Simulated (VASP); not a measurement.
# Ru (P6_3/mmc) in VASP: a series of runs

The runs below take Ru through relaxation of cell and atoms, with PBE.

All numbers are computed with VASP 6.6.1; they aren't measurements. Logs are shortened: lines on timing, memory, paths and dates and some standing lists are left out, and cuts for length are marked.

### 1 The crystal as given

Symmetry: P6_3/mmc, No. 194, hexagonal system. The conventional cell has a = 2.706 Å, b = 2.706 Å, c = 4.282 Å, α = 90.00°, β = 90.00°, γ = 120.00°. Ru (site symmetry -6m2) is surrounded by 12 Ru at 2.65 to 2.71 Å.

### 2 Relaxation of cell and atoms, PBE

Contents of INCAR:

```
SYSTEM = Ru
  ALGO = Normal
  EDIFF = 1E-7
  EDIFFG = -0.002
  ENCUT = 520
  GGA = PE
  IBRION = 2
  ISIF = 3
  ISMEAR = 0
  LASPH = .TRUE.
  LCHARG = .FALSE.
  LREAL = .FALSE.
  LWAVE = .FALSE.
  NELM = 80
  NSW = 80
  PREC = Accurate
  SIGMA = 0.3
```

Contents of KPOINTS:

```
k-points
0
G
  18 18 10
  0 0 0
```

Contents of POSCAR:

```
Ru
1.0
    2.7058000000      0.0000000000      0.0000000000
   -1.3529000000      2.3432915400      0.0000000000
    0.0000000000      0.0000000000      4.2819000000
Ru
2
Direct
    0.3333333300      0.6666666700      0.2500000000
    0.6666666700      0.3333333300      0.7500000000
```

Potentials or basis: VASP PAW PBE potentials, release 64 (Ru_pv).

Started as:

```sh
$ cat potpaw_PBE.64/Ru_pv/POTCAR > POTCAR
$ mpirun -np 1 vasp_std > vasp.out
```

OUTCAR:

```text
SYSTEM = Ru
   EDIFF = 1E-7
   EDIFFG = -0.002
   ENCUT = 520
   GGA = PE
   IBRION = 2
   ISIF = 3
   ISMEAR = 0
   LASPH = .TRUE.
   LREAL = .FALSE.
   NELM = 80
   NSW = 80
   PREC = Accurate

 ion  position               nearest neighbor table
   1  0.333  0.667  0.250-   2 2.65   2 2.65   2 2.65   2 2.65   2 2.65   2 2.65
   2  0.667  0.333  0.750-   1 2.65   1 2.65   1 2.65   1 2.65   1 2.65   1 2.65

  LATTYP: Found a hexagonal cell.
 ALAT       =     2.7058000000
 C/A-ratio  =     1.5824894671

  Lattice vectors:

 A1 = (   2.7058000000,   0.0000000000,   0.0000000000)
 A2 = (  -1.3529000000,   2.3432915400,   0.0000000000)
 A3 = (   0.0000000000,   0.0000000000,   4.2819000000)

Analysis of symmetry for initial positions (statically):
=====================================================================
 Subroutine PRICEL returns:
 Original cell was already a primitive cell.

 Routine SETGRP: Setting up the symmetry group for a
 hexagonal supercell.

 Subroutine GETGRP returns: Found 24 space group operations
 (whereof 12 operations were pure point group operations)
 out of a pool of 24 trial point group operations.

The static configuration has the point symmetry D_3d.
 The point group associated with its full space group is D_6h.

Analysis of symmetry for dynamics (positions and initial velocities):
=====================================================================
 Subroutine PRICEL returns:
 Original cell was already a primitive cell.

 Routine SETGRP: Setting up the symmetry group for a
 hexagonal supercell.

 Subroutine GETGRP returns: Found 24 space group operations
 (whereof 12 operations were pure point group operations)
 out of a pool of 24 trial point group operations.

The dynamic configuration has the point symmetry D_3d.
 The point group associated with its full space group is D_6h.

 Subroutine INISYM returns: Found 24 space group operations
 (whereof 12 operations are pure point group operations),
 and found     1 'primitive' translations

----------------------------------------------------------------------------------------

                                     Primitive cell

  volume of cell :      27.1493

  direct lattice vectors                    reciprocal lattice vectors
[... 97 lines left out ...]
   PSTRESS=    0.0 pullay stress
   NELECT =      28.0000    total number of electrons
   NUPDOWN=      -1.0000    fix difference up-down
   EMIN   =  10.00;   EMAX   =-10.00  energy-range for DOS
   EFERMI =   0.00;   METHOD = LEGACY
   ISMEAR =     0;   SIGMA  =   0.30  broadening in eV -4-tet -1-fermi 0-gaus
   EFERMI_NEDOS =   21; number of points for ismear=-14 and -15
   IALGO  =     38    algorithm
   IMIX   =      4    mixing-type and parameters
     AMIX     =   0.40;   BMIX     =  1.00
     AMIX_MAG =   1.60;   BMIX_MAG =  1.00
  volume/ion in A,a.u.               =      13.57        91.61
  Fermi-wavevector in a.u.,A,eV,Ry     =   1.654022  3.125649 37.222674  2.735789
  Thomas-Fermi vector in A             =   2.742361
   LORBIT       =      0    0 simple, 1 ext, 2 COOP (PROOUT), +10 PAW based schemes
   GGA     = PE    functional components
   LHFCALC =     F    Hartree Fock is set to
   AEXX    =    0.0000 exact exchange contribution
   IVDW    =     0    specifies the selected vdW correction
   LEPSILON=     F    determine dielectric tensor
   LRPA    =     F    only Hartree local field effects (RPA)
 conjugate gradient relaxation of ions
 non-spin polarized calculation
 Gauss-broadening in eV      SIGMA  =   0.30
  energy-cutoff  :      520.00
  volume of cell :       27.15
 maximum number of plane-waves:       752
 NGX is ok and might be reduce to    20
   NGX =  9   NGY =  9   NGZ = 15

--------------------------------------- Ionic step        1  -------------------------------------------

 number of electron      28.0000008 magnetization

 Free energy of the ion-electron system (eV)
  ---------------------------------------------------
  ext. energy  EPLUGINS =         0.00000000
  ---------------------------------------------------
  free energy    TOTEN  =       -18.50013087 eV

  energy without entropy =      -18.42570763  energy(sigma->0) =      -18.46291925

------------------------ aborting loop because EDIFF is reached ----------------------------------------

  FORCE on cell =-STRESS in cart. coord.  units (eV):
  Direction    XX          YY          ZZ          XY          YZ          ZX
  --------------------------------------------------------------------------------------
  -------------------------------------------------------------------------------------
  Total        0.8426807      0.8426807      0.6945130     -0.0000000      0.0000000      0.0000000
  in kB       49.7296157     49.7296158     40.9857061     -0.0000000      0.0000000      0.0000000
  external PRESSURE =      46.8149792 kB  Pullay stress =       0.0000000 kB
[... 275 lines left out ...]
--------------------------------------- Ionic step        9  -------------------------------------------

 number of electron      28.0000013 magnetization

 Free energy of the ion-electron system (eV)
  ---------------------------------------------------
  ext. energy  EPLUGINS =         0.00000000
  ---------------------------------------------------
  free energy    TOTEN  =       -18.50600057 eV

  energy without entropy =      -18.42978884  energy(sigma->0) =      -18.46789470

 E-fermi :  12.5899     XC(G=0): -14.0297

 val. band max:       12.5716983222   @ k =   0.4444   0.1111   0.5000
 cond. band min:      12.5899703464   @ k =   0.0000   0.0000   0.2000
 fundamental gap:      0.0182720243
 Fermi energy:        12.5898635865

 k-point     1 :       0.0000    0.0000    0.0000
  band No.  band energies     occupation
      1     -31.0174      2.00000
      2     -30.1273      2.00000
      3     -30.1273      2.00000
      4     -29.9624      2.00000
      5     -29.9624      2.00000
      6     -29.9213      2.00000
[... 481 lines left out ...]
      5     -30.2006      2.00000
      6     -30.1253      2.00000
[... 10 lines left out ...]
     17      16.2471      0.00000
     18      19.8526      0.00000

 [... further k-points ...]

------------------------ aborting loop because EDIFF is reached ----------------------------------------

  FORCE on cell =-STRESS in cart. coord.  units (eV):
  Direction    XX          YY          ZZ          XY          YZ          ZX
  --------------------------------------------------------------------------------------
  -------------------------------------------------------------------------------------
  Total        0.0001329      0.0001329      0.0026529      0.0000000     -0.0000000     -0.0000000
  in kB        0.0077270      0.0077270      0.1542821      0.0000000     -0.0000000     -0.0000000
  external PRESSURE =       0.0565787 kB  Pullay stress =       0.0000000 kB
[... 17 lines left out ...]
  FREE ENERGIE OF THE ION-ELECTRON SYSTEM (eV)
  ---------------------------------------------------
  free  energy   TOTEN  =       -18.5060005651 eV

  energy  without entropy=      -18.4297888353  energy(sigma->0) =      -18.46789470

 reached required accuracy - stopping structural energy minimisation
```

OSZICAR:

```text
N       E                     dE             d eps       ncg     rms          rms(c)
DAV:   1     0.289590390985E+03    0.28959E+03   -0.18201E+04  7992   0.173E+03
DAV:   2    -0.129652738625E+02   -0.30256E+03   -0.29700E+03  8426   0.498E+02
DAV:   3    -0.197603562839E+02   -0.67951E+01   -0.65881E+01  8492   0.799E+01
[... 73 lines left out ...]
       N       E                     dE             d eps       ncg     rms          rms(c)
DAV:   1    -0.185060106936E+02   -0.10824E-04   -0.23225E-04  8036   0.183E-01    0.260E-02
DAV:   2    -0.185059998504E+02    0.10843E-04   -0.30056E-05  8044   0.586E-02    0.466E-03
DAV:   3    -0.185059998836E+02   -0.33239E-07   -0.16511E-06  8158   0.121E-02    0.251E-03
DAV:   4    -0.185060005075E+02   -0.62388E-06   -0.13367E-07  5086   0.334E-03    0.416E-04
DAV:   5    -0.185060005651E+02   -0.57648E-07   -0.26692E-08  4008   0.152E-03
   9 F= -.18506001E+02 E0= -.18467895E+02  d E =-.134090E-06
```

Run time: 5 min. Hardware: 1 thread of Intel Xeon Platinum 8259CL at 2.50GHz (Skylake/Cascade Lake), shared host; peak memory 0.21 GiB.

Results:

```yaml
Free_energy: -18.5060 eV
Relaxed_volume: 13.77 Å³/atom
Relaxed_cell: a = 2.721 Å, b = 2.721 Å, c = 4.295 Å, α = 90.00°, β = 90.00°, γ = 120.00°
Space_group_after_relaxing_to_0.05_Å: P6_3/mmc (No. 194)
Energy_gained_by_relaxing: 2.9 meV/atom
Ionic_steps: 9
Pressure_after_relaxing: 0.0 GPa
Band_gap_on_the_k_mesh: none (metal or under the smearing width)
```

The path:
| step | energy change (eV) | largest force (eV/Å) | pressure (GPa) | volume (Å³) |
| --- | --- | --- | --- | --- |
| 1 | 0.0000 | 0.0000 | 4.68 | 27.15 |
| 2 | 0.0399 | 0.0000 | -11.83 | 28.74 |
| 3 | -0.0058 | 0.0000 | -0.10 | 27.56 |
| 4 | -0.0058 | 0.0000 | -0.01 | 27.55 |
| 5 | -0.0058 | 0.0000 | 0.04 | 27.55 |
| 6 | -0.0059 | 0.0000 | 0.02 | 27.55 |
| 7 | -0.0059 | 0.0000 | 0.02 | 27.55 |
| 8 | -0.0059 | 0.0000 | -0.05 | 27.55 |
| 9 | -0.0059 | 0.0000 | 0.01 | 27.55 |

Final structure:
```xyz
2
Lattice="2.7214 0.0000 0.0000 -1.3607 2.3568 0.0000 0.0000 0.0000 4.2954" Properties=species:S:1:pos:R:3 pbc="T T T"
Ru    0.0000    1.5712    1.0739
Ru    1.3607    0.7856    3.2216
```

Levels at points of the mesh, in eV from the Fermi level:
| k point | band 12 | band 13 | band 14 | band 15 | band 16 | band 17 |
| --- | --- | --- | --- | --- | --- | --- |
| (0.00, 0.00, 0.00) | -1.88 | -1.88 | -1.39 | -1.39 | 1.15 | 1.15 |
| (0.50, 0.00, 0.00) | -1.79 | -1.49 | 1.36 | 1.78 | 1.87 | 3.97 |
| (0.00, 0.00, 0.50) | -2.72 | -2.66 | -2.66 | 0.52 | 0.52 | 0.52 |
| (0.50, 0.00, 0.50) | -1.05 | 0.43 | 0.43 | 1.62 | 1.62 | 3.33 |

### 3 Relaxation of cell and atoms, PBE

This run uses another cell than the first one, of 13.77 Å³/atom, 1.015 times its volume.

INCAR is that of step 2.

KPOINTS is that of step 2.

Contents of POSCAR:

```
Ru                                      
1.0
    2.7213601076     -0.0000000000      0.0000000000
   -1.3606800538      2.3567669885      0.0000000000
    0.0000000000     -0.0000000000      4.2954360532
  Ru            
     2
Direct
     0.3333333300000021    0.6666666699999979    0.2500000000000000
     0.6666666699999979    0.3333333300000021    0.7500000000000000
```

Potentials or basis: VASP PAW PBE potentials, release 64 (Ru_pv).

Started as:

```sh
$ cat potpaw_PBE.64/Ru_pv/POTCAR > POTCAR
$ mpirun -np 1 vasp_std > vasp.out
```

Run time: 68 s. Hardware: 1 thread of Intel Xeon Platinum 8259CL at 2.50GHz (Skylake/Cascade Lake), shared host; peak memory 0.21 GiB.

It converged, with:

- Free energy: -18.5063 eV
- Pressure after relaxing: 0.0 GPa
- Band gap on the k mesh: none (metal or under the smearing width)

Final structure:
```
Ru
1.0
     2.72136    0.00000    0.00000
    -1.36068    2.35677    0.00000
     0.00000    0.00000    4.29544
Ru
2
Cartesian
  0.0000 1.5712 1.0739
  1.3607 0.7856 3.2216
```

Levels at points of the mesh, in eV from the Fermi level:
| k point | band 10 | band 11 | band 12 | band 13 | band 14 | band 15 | band 16 | band 17 | band 18 |
| --- | --- | --- | --- | --- | --- | --- | --- | --- | --- |
| (0.00, 0.00, 0.00) | -2.55 | -2.35 | -1.88 | -1.88 | -1.39 | -1.39 | 1.15 | 1.15 | 1.30 |
| (0.50, 0.00, 0.00) | -2.98 | -2.03 | -1.79 | -1.49 | 1.36 | 1.78 | 1.87 | 3.97 | 6.00 |
| (0.00, 0.00, 0.50) | -2.72 | -2.72 | -2.72 | -2.66 | -2.66 | 0.52 | 0.52 | 0.52 | 0.52 |
| (0.50, 0.00, 0.50) | -4.43 | -1.05 | -1.05 | 0.43 | 0.43 | 1.62 | 1.62 | 3.33 | 3.33 |

Caveat: the relaxation stopped at its first step, so nothing moved.
